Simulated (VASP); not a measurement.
Runs of VASP 6.6.1 on CoO. Symmetry: P-6m2, No. 187, hexagonal system. Conventional cell: a = 2.828 Å, b = 2.828 Å, c = 2.722 Å, α = 90.00°, β = 90.00°, γ = 120.00°. Around Co (site symmetry -6m2) lie 6 O at 2.13 Å. O (site symmetry -6m2) has 6 Co at 2.13 Å as nearest neighbours. The cell was built by a generator and needn't be a form met in nature.

```tsv
task	level	smearing	gap on the mesh (eV)	pressure (GPa)	moment (μB)	relaxed volume (Å³/atom)
relaxation of cell and atoms	vdW-DF-cx	fermi-dirac 0.05 eV	none	0.0	3.00	(a)
phonons	PBEsol	gaussian 0.02 eV	-	-	3.00	-
relaxation of cell and atoms	optB88-vdW	fermi-dirac 0.05 eV	none	0.0	3.00	9.31
phonons	PBE	gaussian 0.02 eV	-	-	3.00	-
relaxation of cell and atoms	PBE+D4	fermi-dirac 0.05 eV	none	0.1	3.00	9.22
```

Alike in all rows: potentials or basis VASP PAW PBE potentials, release 64 (Co, O); spin collinear, ferromagnetic start; cell relaxed; k mesh 8 × 8 × 7; cutoff (eV) 600.

**Question.** Fill in the values left out.

**Answer.** (a) 9.00.

Caveats: a cell with one magnetic atom can't hold antiferromagnetic order, which such compounds often take; the PAW data sets were made with another functional, which shifts forces and pressure a little (some runs); semilocal functionals often make such compounds metallic where correlation or magnetic order opens a gap, which also shifts bond lengths (some runs); pairwise dispersion overbinds metals, which lowers pressure and volume (some runs).

A k mesh can miss the band edges.

A gap of «none» marks a metal or a gap under the smearing width.

Not every run made on this cell is shown here.
